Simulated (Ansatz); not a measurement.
# Band gap of In5GaAsP5 (zincblende [001] superlattice) from density functionals to GW

What gap does each level of theory give for In5GaAsP5 (zincblende [001] superlattice), and in what time?

Main program and level: Ansatz 0.2.0; density functionals, hybrids and G0W0, plane waves, PAW.

Report form: the programs' logs are mostly left out.

In doubt: masses and optical values from hybrid runs of this build are listed as unsure (step 6), which bears on the screening that GW takes from such a start.

### 1. The structure

The cell holds 12 atoms: 5 In, 5 P, 1 Ga and 1 As. Cell: a = 4.133 Å, b = 4.125 Å, c = 17.537 Å, α = 90.0°, β = 90.0°, γ = 90.0°. It derives from InP. Regions: InP, 10 atoms (5 In and 5 P); GaAs, 2 atoms (1 Ga and 1 As). The structure's axis is c.

The structure was relaxed with PBEsol. The runs that relaxed it are not among those shown.

The logs state that the PAW files were generated under PBE.

### 2. PBEsol on the 6×6×2 mesh

Levels along a band path and on the mesh show where this functional puts the band edges.

This step: DFT, PBEsol, plane waves, PAW; PAW set soft_1.

input.yaml reads:

```yaml
crystal:
  lattice:
    - [4.1332598782, 0.0, 0.0]
    - [0.0, 4.1253048562, 0.0]
    - [0.0, 0.0, 17.5367592594]
  atoms:
    - { symbol: In, position: [0.0, 0.0, 0.0409443277] }
    - { symbol: P, position: [0.5, 0.0, 0.1251862792] }
    - { symbol: In, position: [0.5, 0.5, 0.2098120849] }
    - { symbol: P, position: [0.0, 0.5, 0.2940255058] }
    - { symbol: In, position: [0.0, 0.0, 0.378538387] }
    - { symbol: P, position: [0.5, 0.0, 0.4627472475] }
    - { symbol: In, position: [0.5, 0.5, 0.5472457918] }
    - { symbol: P, position: [0.0, 0.5, 0.6314348115] }
    - { symbol: In, position: [0.0, 0.0, 0.7158660317] }
    - { symbol: P, position: [0.5, 0.0, 0.8007035066] }
    - { symbol: Ga, position: [0.5, 0.5, 0.8727902691] }
    - { symbol: As, position: [0.0, 0.5, 0.9499982473] }
kpoints:
  mp_grid: { grid: [6, 6, 2] }
  band_path:
    path:
      - [[0.0, 0.0, 0.0], [0.5, 0.0, 0.0], [0.5, 0.5, 0.0], [0.0, 0.5, 0.0], [0.0, 0.0, 0.0], [0.0, 0.0, 0.5], [0.5, 0.0, 0.5], [0.5, 0.5, 0.5], [0.0, 0.5, 0.5], [0.0, 0.0, 0.5]]
      - [[0.5, 0.0, 0.0], [0.5, 0.0, 0.5]]
      - [[0.0, 0.5, 0.0], [0.0, 0.5, 0.5]]
      - [[0.5, 0.5, 0.0], [0.5, 0.5, 0.5]]
    npoints: 10
hamiltonian:
  xc: pbesol
  pseudopotentials: { kind: paw, azcp: { folder: soft_1 }, xc_functional: pbe }
scf:
  occupations: { method: fermi_dirac, width: 0.02 }
  n_extra_bands: 8
output:
  eigenvalues: true
  write_density: true
  write_potential: true
  elf: true
  volumetric_format: npy
```

Command:

```sh
> ansatz run input.yaml --threads 3 --pin off --max-ram 92160MiB --backend cuda --events-out ev --progress --plain --runs-dir out --devices 1 --max-vram 13GiB
```

Wall time 13 s (1 × NVIDIA H100 80GB HBM3 (shared by 6 runs) with 3 threads of AMD EPYC 7R13 (Zen 3), shared host); peak memory 1.2 GiB.

This step gave:

```
filled bands         : 59
gap                  : 0.4278 eV
valence top at       : Γ
conduction bottom at : Γ
least direct gap     : 0.4278 eV
```

Over mesh and path the gap is 0.428 eV, direct, at k = Γ.

### 3. PBEsol+SOC on the 6×6×2 mesh

This run has two-component orbitals with spin-orbit coupling.

This step: DFT, PBEsol with spin-orbit coupling, plane waves, PAW; PAW set soft_1.

input.yaml, the sections that differ from step 2:

```yaml
kpoints:
  mp_grid: { grid: [6, 6, 2] }
  band_path:
    path:
      - [0.0, 0.0, 0.0]
      - [0.5, 0.0, 0.0]
      - [0.5, 0.5, 0.0]
      - [0.0, 0.5, 0.0]
      - [0.0, 0.0, 0.5]
      - [0.5, 0.0, 0.5]
      - [0.5, 0.5, 0.5]
      - [0.0, 0.5, 0.5]
    npoints: 1
hamiltonian:
  xc: pbesol
  pseudopotentials: { kind: paw_fr, azcp: { folder: soft_1 }, xc_functional: pbe }
scf:
  occupations: { method: fermi_dirac, width: 0.02 }
  n_extra_bands: 16
magnetization:
  noncollinear: true
  spin_orbit: true
# crystal, output: as in step 2
```

The job ended after 14 s (1 × NVIDIA H100 80GB HBM3 (shared by 6 runs) with 3 threads; peak memory 2.1 GiB).

Numbers from this step:

```
gap                  : 0.3991 eV
valence top at       : Γ
conduction bottom at : Γ
least direct gap     : 0.3991 eV
```

Over mesh and listed points the gap is 0.399 eV, direct, at k = Γ. PBEsol+SOC against PBEsol: 0.399 − 0.428 = −0.029 eV, with the same mesh, set of files (read in its fully relativistic form for the spin-orbit run) and cutoff, and both edges at the same k points. The spin-orbit run sees mesh and listed points alone, so its gap is an upper bound: the coupling can move an edge off these points, the more so as this crystal has no centre of inversion, and the change over the zone, its sign included where it is small, is not known.

### 4. HSE06 on the 4×4×2 mesh

HSE06 mixes in a quarter of exact exchange at short range.

This step: DFT, HSE06, plane waves, PAW; PAW set soft_1.

input.yaml, as its differences from that of step 3:

```diff
@@ -19,3 +19,3 @@
 kpoints:
-  mp_grid: { grid: [6, 6, 2] }
+  mp_grid: { grid: [4, 4, 2] }
   band_path:
@@ -32,10 +32,7 @@
 hamiltonian:
-  xc: pbesol
-  pseudopotentials: { kind: paw_fr, azcp: { folder: soft_1 }, xc_functional: pbe }
+  xc: hse06
+  pseudopotentials: { kind: paw, azcp: { folder: soft_1 } }
 scf:
-  occupations: { method: fermi_dirac, width: 0.02 }
-  n_extra_bands: 16
-magnetization:
-  noncollinear: true
-  spin_orbit: true
+  occupations: { method: fixed }
+  n_extra_bands: 8
 output:
```

It took 67 s on 1 × NVIDIA H100 80GB HBM3 (shared by 6 runs) with 3 threads; peak memory 1.9 GiB; 1.8 min of CPU time.

Numbers from this step:

| Quantity | Value |
| --- | --- |
| gap | 1.309 eV |
| valence top at | Γ |
| conduction bottom at | Γ |
| least direct gap | 1.309 eV |
| exact-exchange fraction | 0.25 |

Over mesh and listed points the gap is 1.309 eV, direct, at k = Γ. HSE06 against PBEsol: 1.309 − 0.428 = +0.881 eV. The runs also differ in mesh (6×6×2 and 4×4×2), so how much of this comes from the functional alone is not known. The program's warnings for this run: metallic iterate.

### 5. G0W0@PBEsol, 4×4×2 mesh, 1247 empty bands, screening to 150 eV, PAW set soft_1 files

G0W0 replaces the xc potential by a self-energy built once from the orbitals of the start. Levels are corrected in the window of bands that the input names, at points of the mesh.

This step: G0W0 on PBEsol, plane waves, PAW; PAW set soft_1.

input.yaml, as its differences from that of step 4:

```diff
@@ -20,24 +20,12 @@
   mp_grid: { grid: [4, 4, 2] }
-  band_path:
-    path:
-      - [0.0, 0.0, 0.0]
-      - [0.5, 0.0, 0.0]
-      - [0.5, 0.5, 0.0]
-      - [0.0, 0.5, 0.0]
-      - [0.0, 0.0, 0.5]
-      - [0.5, 0.0, 0.5]
-      - [0.5, 0.5, 0.5]
-      - [0.0, 0.5, 0.5]
-    npoints: 1
 hamiltonian:
-  xc: hse06
-  pseudopotentials: { kind: paw, azcp: { folder: soft_1 } }
+  xc: pbesol
+  pseudopotentials: { kind: paw, azcp: { folder: soft_1 }, xc_functional: pbe }
 scf:
   occupations: { method: fixed }
-  n_extra_bands: 8
-output:
-  eigenvalues: true
-  write_density: true
-  write_potential: true
-  elf: true
-  volumetric_format: npy
+gw:
+  n_empty_bands: 1247
+  ecut_chi: 150.0
+  qp_bands: [v4, c4]
+  qp_kpoints: band_edges
+  screening: { model: contour_deformation }
```

Run time: 2.7 min. Hardware: 1 × NVIDIA H100 80GB HBM3 (shared by 6 runs) with 3 threads; peak memory 8.1 GiB.

Numbers from this step:

```yaml
bands_summed: 1306
rpa_eps_infinity_on_this_mesh_eigenvalues: 32.55, 43.52, 56.33
plane_waves_in_the_screening_matrix: 1215
g0w0_gap_over_the_corrected_points: 0.9947 eV
k_of_the_valence_top: 0, 0, 0
k_of_the_conduction_bottom: 0, 0, 0
starting_gap_on_the_mesh: 0.4206 eV
z_at_the_valence_top: 0.7345
z_at_the_conduction_bottom: 0.7550
least_direct_g0w0_gap_over_the_corrected_points: 0.9947 eV
```

Over 12 of 18 irreducible mesh points the G0W0 gap is 0.995 eV, direct, at k = Γ. The PBEsol gap of this run on the mesh is 0.421 eV. The two states that bound the G0W0 gap lie that far apart at the start, so the correction of the gap is 0.995 − 0.421 = +0.574 eV. The program's warnings for this run: metallic iterate.

### 6. G0W0@HSE06, 4×4×2 mesh, 579 empty bands, screening to 90 eV, PAW set soft_1 files

This step: G0W0 on HSE06, plane waves, PAW; PAW set soft_1.

input.yaml, as its differences from that of step 5:

```diff
@@ -21,4 +21,4 @@
 hamiltonian:
-  xc: pbesol
-  pseudopotentials: { kind: paw, azcp: { folder: soft_1 }, xc_functional: pbe }
+  xc: hse06
+  pseudopotentials: { kind: paw, azcp: { folder: soft_1 } }
 scf:
@@ -26,4 +26,4 @@
 gw:
-  n_empty_bands: 1247
-  ecut_chi: 150.0
+  n_empty_bands: 579
+  ecut_chi: 90
   qp_bands: [v4, c4]
```

Elapsed: 3.7 min, on 1 × NVIDIA H100 80GB HBM3 (shared by 6 runs) with 3 threads; peak memory 4.1 GiB.

This step gave:

* bands summed: 638
* RPA ε∞ on this mesh (eigenvalues): 9.037, 10.72, 10.89
* plane waves in the screening matrix: 575
* G0W0 gap over the corrected points: 1.477 eV
* k of the valence top: 0, 0, 0
* k of the conduction bottom: 0, 0, 0
* starting gap on the mesh: 1.309 eV
* Z at the valence top: 0.7809
* Z at the conduction bottom: 0.7993
* least direct G0W0 gap over the corrected points: 1.477 eV

Over 12 of 18 irreducible mesh points the G0W0 gap is 1.477 eV, direct, at k = Γ. The HSE06 gap of this run on the mesh is 1.309 eV. The two states that bound the G0W0 gap lie that far apart at the start, so the correction of the gap is 1.477 − 1.309 = +0.168 eV. G0W0@HSE06 against G0W0@PBEsol with 1306 bands: 1.477 − 0.995 = +0.482 eV. The runs also differ in empty bands (1247 and 579) and screening cutoff (eV) (150.0 and 90), so how much of this comes from the start alone is not known. The program's warnings for this run: metallic iterate.

### 7. All levels together

Each gap is the least one over the points named; times are wall times on shared hosts, not benchmarks. A G0W0 time includes the run's own self-consistent start. Runs with listed points see these and the mesh alone, so an edge that moves elsewhere is missed. Rows marked * are further runs, not shown as steps, whose inputs differ from the G0W0 step on the same start in the columns given; solver thresholds can differ too.

```
       level   mesh       files, cutoff  bands summed, screening                            points  gap (eV)  valence top  conduction bottom  least direct gap (eV)     time
      PBEsol  6×6×2  soft_1 PAW, 420 eV                        -                     mesh and path     0.428            Γ                  Γ                  0.428     13 s
  PBEsol+SOC  6×6×2  soft_1 PAW, 420 eV                        -            mesh and listed points     0.399            Γ                  Γ                  0.399     14 s
       HSE06  4×4×2  soft_1 PAW, 420 eV                        -            mesh and listed points     1.309            Γ                  Γ                  1.309     67 s
G0W0@PBEsol*  4×4×2  soft_1 PAW, 420 eV               374, 60 eV  12 of 18 irreducible mesh points     1.010            Γ                  Γ                  1.010     49 s
 G0W0@PBEsol  4×4×2  soft_1 PAW, 420 eV             1306, 150 eV  12 of 18 irreducible mesh points     0.995            Γ                  Γ                  0.995  2.7 min
  G0W0@HSE06  4×4×2  soft_1 PAW, 420 eV               638, 90 eV  12 of 18 irreducible mesh points     1.477            Γ                  Γ                  1.477  3.7 min
```

### 8. What came out

```json
{
 "PBEsol, over mesh and path": "0.428 eV",
 "PBEsol+SOC, over mesh and listed points": "0.399 eV",
 "HSE06, over mesh and listed points": "1.309 eV",
 "G0W0@PBEsol (1306 bands, 4×4×2), over 12 of 18 irreducible mesh points": "0.995 eV",
 "G0W0@HSE06, over 12 of 18 irreducible mesh points": "1.477 eV",
 "known limits": "finite bands, screening cutoff and k mesh; no spin-orbit coupling in G0W0; d shells not analysed; large ε∞ on the G0W0 mesh"
}
```

What this shows: The rows run from 0.399 eV (PBEsol+SOC) to 1.477 eV (G0W0@HSE06). They differ in mesh, bands and screening cutoff of G0W0 and the points over which the gap was sought as well as in level, so only pairs that share these are like for like. PBEsol+SOC against PBEsol: 0.399 − 0.428 = −0.029 eV, with the same mesh, set of files (read in its fully relativistic form for the spin-orbit run) and cutoff, and both edges at the same k points. The spin-orbit run sees mesh and listed points alone, so its gap is an upper bound: the coupling can move an edge off these points, the more so as this crystal has no centre of inversion, and the change over the zone, its sign included where it is small, is not known. G0W0@PBEsol (1306 bands, 4×4×2) moves the gap of its own start on the mesh by 0.995 − 0.421 = +0.574 eV, between the same two levels. Both edges that PBEsol shows over mesh and path lie at k points where levels were corrected. Levels at other points were not corrected, so a lower G0W0 gap elsewhere in the zone is not ruled out. G0W0@HSE06 moves the gap of its own start on the mesh by 1.477 − 1.309 = +0.168 eV, between the same two levels. Both edges that HSE06 shows over mesh and listed points lie at k points where levels were corrected. Levels at other points were not corrected, so a lower G0W0 gap elsewhere in the zone is not ruled out. What spin-orbit coupling does to the G0W0 levels was not computed, so no sum with the G0W0 gap is formed. For G0W0@PBEsol: from 374 bands and 60 eV to 1306 bands and 150 eV the gap moves by 0.995 − 1.010 = −0.015 eV; bands and screening cutoff rise together, so their parts are not told apart. Two runs can't test a law of convergence, so the limit is not known. The other G0W0 rows are shown at one basis each (638 bands), so their distance from the limit is not known here. For G0W0@PBEsol (1306 bands, 4×4×2): the program's warnings for this run: metallic iterate. For G0W0@HSE06: the program's warnings for this run: metallic iterate. For the further run with 374 bands on the 4×4×2 mesh, the program warns: metallic iterate. The G0W0 runs are scalar-relativistic. One-shot GW is known to converge slowly in bands for compounds with shallow d shells. The cell holds Ga and In; the filling of the d shell and its place against the gap were not analysed here. The largest eigenvalue of the RPA ε∞ is large: 56 in G0W0@PBEsol (4×4×2, 1306 bands) and 56 in G0W0@PBEsol (4×4×2, 374 bands). A coarse mesh can overstate it where a direct gap is narrow; the runs shown don't test that. No pair of G0W0 runs that differ in the mesh alone is shown (4×4×2 is a supercell whose nearest images lie 17 Å apart), so the error from the mesh is not known here. G0W0 is shown with one set of atomic data (soft_1 PAW), so the error from the files is not known here.

[Paths, hosts, dates, memory and timing lines, banners, echoed tables and standing remarks are left out of the program output.]

[Logs are printed without paths, hosts, clocks, repeated set-up lines and the standing remarks that a program may print on its own settings, such as how far it seeks lower states.]

[Runs of the session that timed out or met a known fault of the program may be left out.]

[Cells called generated may have been cut or substituted from an entry of the Crystallography Open Database or the Materials Project.]

[Hosts, paths, dates, database ids (printed as entryN), source tags and the programs' standing remarks are cut or masked in the printed files.]

[Where an RPA ε∞ is given, it is that of the G0W0 mesh and is not shown converged in it. Names of k-points follow the symmetry that the program found, which can be lower than the space group named. Band edges on a path are those of the sampled points; other points can move an edge, and change direct to indirect where valleys lie close.]

[Hybrid gaps are those of their k-mesh and are not shown converged in it.]
